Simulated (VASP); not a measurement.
# Bi (R-3m) in VASP: further runs

One crystal, Bi, is run at these levels: PBE+D3(BJ); tasks: relaxation of cell and atoms.

All numbers are computed with VASP 6.6.1; they aren't measurements. Logs are shortened: lines on timing, memory, paths and dates and some standing lists are left out, and cuts for length are marked.

**1. Starting point**

The structure is trigonal, space group R-3m (No. 166). The conventional cell has a = 4.535 Å, b = 4.535 Å, c = 11.814 Å, α = 90.00°, β = 90.00°, γ = 120.00°. Around Bi (site symmetry 3m) lie 6 Bi at 3.06 to 3.52 Å.

**2. Relaxation of cell and atoms, PBE+D3(BJ)**

INCAR

```
PREC = Accurate
ENCUT = 600
EDIFF = 1E-6
ISMEAR = 1
SIGMA = 0.1
LREAL = F
LASPH = T
NELM = 80
ALGO = Normal
ISIF = 3
LWAVE = F
LCHARG = F
GGA = PE
IVDW = 12
IBRION = 2
NSW = 90
EDIFFG = -0.01
```

KPOINTS

```
Automatic mesh
0
Gamma
  12 12 10
```

POSCAR

```
Bi
1.0
    2.2675000000      1.3091417400      3.9380000000
   -2.2675000000      1.3091417400      3.9380000000
    0.0000000000     -2.6182834700      3.9380000000
Bi
2
Direct
    0.2340000000      0.2340000000      0.2340000000
    0.7660000000      0.7660000000      0.7660000000
```

Potentials or basis: VASP PAW PBE potentials, release 64 (Bi_d).

Launch:

```console
cat potpaw_PBE.64/Bi_d/POTCAR > POTCAR
mpirun -np 1 vasp_std > vasp.out
```

OUTCAR:

```text
PREC = Accurate
   ENCUT = 600
   EDIFF = 1E-6
   ISMEAR = 1
   LREAL = F
   LASPH = T
   NELM = 80
   ISIF = 3
   GGA = PE
   IVDW = 12
   IBRION = 2
   NSW = 90
   EDIFFG = -0.01
 IVDW          = 12

 ion  position               nearest neighbor table
   1  0.234  0.234  0.234-   2 3.06   2 3.06   2 3.06   2 3.52   2 3.52   2 3.52
   2  0.766  0.766  0.766-   1 3.06   1 3.06   1 3.06   1 3.52   1 3.52   1 3.52

  LATTYP: Found a trigonal (rhomboedric) cell.
 ALAT       =     4.7289800534
 COS(alpha) =     0.5401781297

  Lattice vectors:

 A1 = (   2.2675000000,   1.3091417400,   3.9380000000)
 A2 = (  -2.2675000000,   1.3091417400,   3.9380000000)
 A3 = (   0.0000000000,  -2.6182834700,   3.9380000000)

Analysis of symmetry for initial positions (statically):
=====================================================================
 Subroutine PRICEL returns:
 Original cell was already a primitive cell.

 Routine SETGRP: Setting up the symmetry group for a
 trigonal (rhombohedral) supercell.

 Subroutine GETGRP returns: Found 12 space group operations
 (whereof 12 operations were pure point group operations)
 out of a pool of 12 trial point group operations.

The static configuration has the point symmetry D_3d.

Analysis of symmetry for dynamics (positions and initial velocities):
=====================================================================
 Subroutine PRICEL returns:
 Original cell was already a primitive cell.

 Routine SETGRP: Setting up the symmetry group for a
 trigonal (rhombohedral) supercell.

 Subroutine GETGRP returns: Found 12 space group operations
 (whereof 12 operations were pure point group operations)
 out of a pool of 12 trial point group operations.

The dynamic configuration has the point symmetry D_3d.

 Subroutine INISYM returns: Found 12 space group operations
 (whereof 12 operations are pure point group operations),
 and found     1 'primitive' translations

----------------------------------------------------------------------------------------

                                     Primitive cell

  volume of cell :      70.1392

  direct lattice vectors                    reciprocal lattice vectors
     2.267500000  1.309141740  3.938000000     0.220507166  0.127309872  0.084645336
    -2.267500000  1.309141740  3.938000000    -0.220507166  0.127309872  0.084645336
     0.000000000 -2.618283470  3.938000000     0.000000000 -0.254619744  0.084645336

  length of vectors
     4.728980053  4.728980053  4.728980052     0.268320791  0.268320791  0.268320791

  position of ions in fractional coordinates (direct lattice)
     0.234000000  0.234000000  0.234000000
     0.766000000  0.766000000  0.766000000

  ion indices of the primitive-cell ions
   primitive index   ion index
                 1           1
                 2           2

----------------------------------------------------------------------------------------

 KPOINTS: Automatic mesh

Automatic generation of k-mesh.
 Grid dimensions read from file:
 generate k-points for:   12   12   10

 Generating k-lattice:

  Cartesian coordinates                     Fractional coordinates (reciprocal lattice)
     0.018375597  0.010609156  0.007053778     0.083333333  0.000000000  0.000000000
    -0.018375597  0.010609156  0.007053778     0.000000000  0.083333333  0.000000000
     0.000000000 -0.025461974  0.008464534    -0.000000000 -0.000000000  0.100000000

  Length of vectors
     0.022360066  0.022360066  0.026832079

  Shift w.r.t. Gamma in fractional coordinates (k-lattice)
     0.000000000  0.000000000  0.000000000

 -----------------------------------------------------------------------------
|                                                                             |
|           W    W    AA    RRRRR   N    N  II  N    N   GGGG   !!!           |
|           W    W   A  A   R    R  NN   N  II  NN   N  G    G  !!!           |
|           W    W  A    A  R    R  N N  N  II  N N  N  G       !!!           |
|           W WW W  AAAAAA  RRRRR   N  N N  II  N  N N  G  GGG   !            |
|           WW  WW  A    A  R   R   N   NN  II  N   NN  G    G                |
|           W    W  A    A  R    R  N    N  II  N    N   GGGG   !!!           |
|                                                                             |
|     Your reciprocal lattice and k-lattice belong to different lattice       |
|     classes:                                                                |
|                                                                             |
|        The reciprocal lattice is rhombohedral (trigonal),                   |
|        whereas your k-lattice is base-centered monoclinic.                  |
|                                                                             |
|     Results are often still useful ...                                      |
|                                                                             |
 -----------------------------------------------------------------------------

 WARNING: IBZKPT: internal override: KBLOWUP is changed to .FALSE.
      ... skipping the blow-up phase ...

 Subroutine IBZKPT returns following result:
 ===========================================

 Found    391 irreducible k-points:

 Following reciprocal coordinates:
            Coordinates               Weight
  0.000000  0.000000  0.000000      1.000000
  0.083333  0.000000  0.000000      4.000000
  0.166667  0.000000  0.000000      4.000000
  0.250000  0.000000  0.000000      4.000000
  0.333333  0.000000  0.000000      4.000000
  0.416667  0.000000  0.000000      4.000000
[... 16 lines left out ...]
  0.500000  0.166667 -0.000000      8.000000
 -0.416667  0.166667  0.000000      4.000000
 [... further k-points ...]
   k-points           NKPTS =    391   k-points in BZ     NKDIM =    391   number of bands    NBANDS=     19
   number of dos      NEDOS =    301   number of ions     NIONS =      2
   total plane-waves  NPLWV =  64000
   dimension x,y,z NGX =    40 NGY =   40 NGZ =   40
   dimension x,y,z NGXF=    80 NGYF=   80 NGZF=   80
   ions per type =               2
   NGX,Y,Z   is equivalent  to a cutoff of  14.06, 14.06, 14.06 a.u.
   NGXF,Y,Z  is equivalent  to a cutoff of  28.12, 28.12, 28.12 a.u.
 SYSTEM =  unknown system
   PREC   = accura    normal or accurate (medium, high low for compatibility)
   ISTART =      0    job   : 0-new  1-cont  2-samecut
   ICHARG =      2    charge: 1-file 2-atom 10-const
   ISPIN  =      1    spin polarized calculation?
   LNONCOLLINEAR =      F non collinear calculations
   LSORBIT =      F    spin-orbit coupling
   LASPH  =      T    aspherical Exc in radial PAW
   ENCUT  =  600.0 eV  44.10 Ry    6.64 a.u.   9.44  9.44  9.44*2*pi/ulx,y,z
   NELM   =     80;   NELMIN=  2; NELMDL= -5     # of ELM steps
   EDIFF  = 0.1E-05   stopping-criterion for ELM
   LREAL  =      F    real-space projection
   EDIFFG = -.1E-01   stopping-criterion for IOM
   NSW    =     90    number of steps for IOM
   IBRION =      2    ionic relax: 0-MD 1-quasi-New 2-CG
   NFREE  =      1    steps in history (QN), initial steepest desc. (CG)
   ISIF   =      3    stress and relaxation
   ISYM   =      2    0-nonsym 1-usesym 2-fastsym
   POTIM  = 0.5000    time-step for ionic-motion
   TEBEG  =    0.0;   TEEND  =   0.0 temperature during run
   PSTRESS=    0.0 pullay stress
   NELECT =      30.0000    total number of electrons
   NUPDOWN=      -1.0000    fix difference up-down
   EMIN   =  10.00;   EMAX   =-10.00  energy-range for DOS
   EFERMI =   0.00;   METHOD = LEGACY
   ISMEAR =     1;   SIGMA  =   0.10  broadening in eV -4-tet -1-fermi 0-gaus
   EFERMI_NEDOS =   21; number of points for ismear=-14 and -15
   IALGO  =     38    algorithm
   IMIX   =      4    mixing-type and parameters
     AMIX     =   0.40;   BMIX     =  1.00
     AMIX_MAG =   1.60;   BMIX_MAG =  1.00
  volume/ion in A,a.u.               =      35.07       236.66
  Fermi-wavevector in a.u.,A,eV,Ry     =   1.233469  2.330919 20.700530  1.521446
  Thomas-Fermi vector in A             =   2.368198
   LORBIT       =      0    0 simple, 1 ext, 2 COOP (PROOUT), +10 PAW based schemes
   GGA     = PE    functional components
   LHFCALC =     F    Hartree Fock is set to
   AEXX    =    0.0000 exact exchange contribution
   IVDW    =    12    specifies the selected vdW correction
   LEPSILON=     F    determine dielectric tensor
   LRPA    =     F    only Hartree local field effects (RPA)
 conjugate gradient relaxation of ions
 non-spin polarized calculation
 Methfessel and Paxton  Order N= 1 SIGMA  =   0.10
  energy-cutoff  :      600.00
  volume of cell :       70.14
 maximum number of plane-waves:      2367
 NGX is ok and might be reduce to    40
   NGX = 19   NGY = 19   NGZ = 19

--------------------------------------- Ionic step        1  -------------------------------------------

 number of electron      30.0000001 magnetization

 Free energy of the ion-electron system (eV)
  ---------------------------------------------------
  ext. energy  EPLUGINS =         0.00000000
  ---------------------------------------------------
  free energy    TOTEN  =        -7.74762980 eV

  energy without entropy =       -7.74757777  energy(sigma->0) =       -7.74761245

------------------------ aborting loop because EDIFF is reached ----------------------------------------

 Edisp (eV)   -0.91035

 E8    (eV) :    -0.4524
[... 231 lines left out ...]
--------------------------------------- Ionic step        7  -------------------------------------------

 number of electron      30.0000004 magnetization

 Free energy of the ion-electron system (eV)
  ---------------------------------------------------
  ext. energy  EPLUGINS =         0.00000000
  ---------------------------------------------------
  free energy    TOTEN  =        -7.74166020 eV

  energy without entropy =       -7.74172129  energy(sigma->0) =       -7.74168057

 E-fermi :   6.5524     XC(G=0):  -9.6275

 val. band max:        6.5483789544   @ k =   0.0833   0.0833   0.4000
 cond. band min:       6.5674904904   @ k =   0.3333   0.1667   0.2000
 fundamental gap:      0.0191115360
 Fermi energy:         6.5524495176

 k-point     1 :       0.0000    0.0000    0.0000
  band No.  band energies     occupation
      1     -16.4082      2.00000
      2     -16.4082      2.00000
      3     -16.2549      2.00000
      4     -16.2549      2.00000
      5     -16.2460      2.00000
      6     -16.0677      2.00000
[... 505 lines left out ...]
      6     -16.1545      2.00000
[... 11 lines left out ...]
     18       9.8102      0.00000
     19      13.3860      0.00000

 [... further k-points ...]

------------------------ aborting loop because EDIFF is reached ----------------------------------------

 Edisp (eV)   -0.92431

 E8    (eV) :    -0.4592
[... 25 lines left out ...]
  FREE ENERGIE OF THE ION-ELECTRON SYSTEM (eV)
  ---------------------------------------------------
  free  energy   TOTEN  =        -8.6659719873 eV

  energy  without entropy=       -8.6660330812  energy(sigma->0) =       -8.66599235

 reached required accuracy - stopping structural energy minimisation
```

Run time: 22 min. Hardware: 1 thread of Intel Xeon Platinum 8488C (Sapphire Rapids), shared host; peak memory 0.68 GiB.

What came out:

| Quantity | Value |
| --- | --- |
| Free energy | -8.6660 eV |
| Relaxed volume | 34.55 Å³/atom |
| Relaxed cell | a = 4.688 Å, b = 4.688 Å, c = 4.688 Å, α = 57.77°, β = 57.77°, γ = 57.77° |
| Space group after relaxing (to 0.05 Å) | R-3m (No. 166) |
| Energy gained by relaxing | 4.0 meV/atom |
| Ionic steps | 7 |
| Pressure after relaxing | 0.0 GPa |
| Largest force after relaxing | 0.006 eV/Å |
| Band gap on the k mesh | none (metal or under the smearing width) |
| Dispersion energy per atom | -0.462 eV |

Forces in eV/Å, atoms in the order of the input:
```
Bi   0.000  0.000 -0.006
Bi   0.000  0.000  0.006
```

Step by step:
| step | energy change (eV) | largest force (eV/Å) | pressure (GPa) | volume (Å³) |
| --- | --- | --- | --- | --- |
| 1 | 0.0000 | 0.2259 | 0.07 | 70.14 |
| 2 | -0.0037 | 0.1211 | -0.25 | 70.30 |
| 3 | -0.0049 | 0.0353 | -0.46 | 70.44 |
| 4 | -0.0071 | 0.0315 | 0.06 | 69.35 |
| 5 | -0.0071 | 0.0298 | 0.03 | 69.31 |
| 6 | -0.0076 | 0.0191 | 0.05 | 69.25 |
| 7 | -0.0080 | 0.0064 | 0.02 | 69.10 |

Final structure:
```
Bi
1.0
     2.26427    1.30728    3.89081
    -2.26427    1.30728    3.89081
     0.00000   -2.61455    3.89081
Bi
2
Direct
  0.23732 0.23732 0.23732
  0.76268 0.76268 0.76268
```

Caveat: spin-orbit coupling is left out, which moves the levels of the heavy elements; pairwise dispersion overbinds metals, which lowers pressure and volume.

**3. Relaxation of cell and atoms, PBE+D3(BJ)**

This run uses another cell than the first one, of 34.55 Å³/atom, 0.985 times its volume.

Edit INCAR of step 2 so:

```diff
@@ -2,3 +2,3 @@
 ENCUT = 600
-EDIFF = 1E-6
+EDIFF = 1E-7
 ISMEAR = 1
@@ -16,2 +16,2 @@
 NSW = 90
-EDIFFG = -0.01
+EDIFFG = -0.005
```

KPOINTS is that of step 2.

POSCAR

```
Bi                                      
1.0
    2.2642702864      1.3072770639      3.8908120545
   -2.2642702864      1.3072770639      3.8908120545
    0.0000000000     -2.6145541180      3.8908120545
  Bi            
     2
Direct
     0.2373168433666082    0.2373168433666082    0.2373168433666065
     0.7626831566333917    0.7626831566333917    0.7626831566333935
```

Potentials or basis: VASP PAW PBE potentials, release 64 (Bi_d).

Launch:

```console
cat potpaw_PBE.64/Bi_d/POTCAR > POTCAR
mpirun -np 1 vasp_std > vasp.out
```

Wall time 14 min (1 thread of Intel Xeon Platinum 8488C (Sapphire Rapids), shared host); peak memory 0.64 GiB.

It converged, with:

- Free energy: -8.6659 eV
- Relaxed volume: 34.57 Å³/atom
- Relaxed cell: a = 4.686 Å, b = 4.686 Å, c = 4.686 Å, α = 57.83°, β = 57.83°, γ = 57.83°
- Space group after relaxing (to 0.05 Å): R-3m (No. 166)
- Energy gained by relaxing: 0.0 meV/atom
- Ionic steps: 3
- Pressure after relaxing: 0.0 GPa
- Band gap on the k mesh: none (metal or under the smearing width)
- Dispersion energy per atom: -0.462 eV

Final structure:
```xyz
2
Lattice="2.2657 1.3081 3.8879 -2.2657 1.3081 3.8879 0.0000 -2.6162 3.8879" Properties=species:S:1:pos:R:3 pbc="T T T"
Bi    0.0000    0.0000    2.7674
Bi    0.0000    0.0000    8.8963
```

Levels at points of the mesh, in eV from the Fermi level:
```tsv
k point	band 12	band 13	band 14	band 15	band 16	band 17	band 18	band 19
(0.00, 0.00, 0.00)	-7.43	-1.53	-1.25	-1.25	2.75	3.03	3.03	5.49
(0.50, 0.00, 0.00)	-10.64	-1.15	-1.01	-0.27	-0.27	0.35	0.76	7.71
(0.50, 0.50, 0.00)	-9.43	-4.85	-3.13	-2.98	2.46	5.00	5.35	6.92
(0.50, 0.50, 0.50)	-10.17	-0.81	-0.53	-0.53	0.50	0.50	0.55	7.28
```

Caveat: spin-orbit coupling is left out, which moves the levels of the heavy elements; pairwise dispersion overbinds metals, which lowers pressure and volume.
